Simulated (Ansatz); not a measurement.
## How the vibrations of LiBr change with volume

These are results of DFT PBEsol, scalar-relativistic, plane waves, PAW (Ansatz), not measurements. Plane waves to 420 eV; Γ-centred k mesh 8×8×8; fixed occupations. No spin polarisation. Phonons by linear response, acoustic sum rule imposed.

The cell, relaxed at this level:
```cif
data_structure
_symmetry_space_group_name_H-M 'Fm-3m'
_symmetry_Int_Tables_number 225
_cell_length_a 5.4110
_cell_length_b 5.4110
_cell_length_c 5.4110
_cell_angle_alpha 90.000
_cell_angle_beta 90.000
_cell_angle_gamma 90.000
_cell_volume 158.43
loop_
_atom_site_label
_atom_site_type_symbol
_atom_site_symmetry_multiplicity
_atom_site_Wyckoff_symbol
_atom_site_fract_x
_atom_site_fract_y
_atom_site_fract_z
_atom_site_occupancy
Li1 Li 4 a 0.00000 0.00000 0.00000 1
Br1 Br 4 b 0.50000 0.00000 0.00000 1
```

Cells at 0.98 and 1.02 times the equilibrium volume were relaxed in shape and atoms; γ = −d ln ν / d ln V, modes matched by rank.

Task: Give the optical frequencies at Γ without the LO field (cm⁻¹) at the three volumes and the mode Grüneisen parameters.

Result:
| 0.98 V | V | 1.02 V | γ | degeneracy |
| --- | --- | --- | --- | --- |
| 191 | 179 | 167 | 3.39 | 3 |

Task: What pressures hold the two strained cells, and what bulk modulus follows?

Result: 0.61 GPa at 0.98 V and -0.55 GPa at 1.02 V, so B = −dP/d ln V ≈ 29 GPa.

Task: How does the gap respond?

Result: It is 5.08, 4.99 and 4.90 eV at 0.98, 1 and 1.02 V: dE_g/d ln V = -4.6 eV.

Task: And the dielectric constants (a third of the trace)?

Result: ε∞: 3.60, 3.57, 3.53; ε0: 11.6, 12.6, 13.8, in order of rising volume.